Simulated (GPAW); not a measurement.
The system is HfC.

```
Hf C
1.0
     0.00000    2.32500    2.32500
     2.32500    0.00000    2.32500
     2.32500    2.32500    0.00000
Hf C
1 1
Direct
  0.50000 0.50000 0.50000
  0.00000 0.00000 0.00000
```

| Quantity | Value |
| --- | --- |
| Program | GPAW 26.7.0 |
| Task | single point |
| Functional | PBE |
| Potentials or basis | GPAW PAW data sets (gpaw-data 1.2.1) |
| Cutoff | 800 eV |
| Basis | pw |
| k mesh | 10 × 10 × 10 |
| Occupations | fermi-dirac, width 0.05 eV |
| Spin | no spin polarisation |

On this cell: pressure 1.3 GPa; largest force zero by symmetry; band gap on the k mesh none (metal or under the smearing width).

The same run follows on a disturbed copy (atoms moved at random, drawn with an rms of 0.05 Å):

```
Hf C
1.0
     0.00000    2.32500    2.32500
     2.32500    0.00000    2.32500
     2.32500    2.32500    0.00000
Hf C
1 1
Direct
  0.48872 0.50833 0.48842
  0.99015 0.01910 0.99366
```

Task: What changes?

Result: The energy (extrapolated to zero smearing) moves by +4.9 meV/atom; pressure 1.6 GPa; largest force 0.385 eV/Å; band gap on the k mesh none (metal or under the smearing width).

Forces in eV/Å, atoms in the order of the input:
```
Hf   0.290  0.121  0.222
C   -0.290 -0.121 -0.222
```

Stress tensor (GPa, compression positive):
```
 1.72 -0.09 -0.17
-0.09  1.39 -0.07
-0.17 -0.07  1.55
```
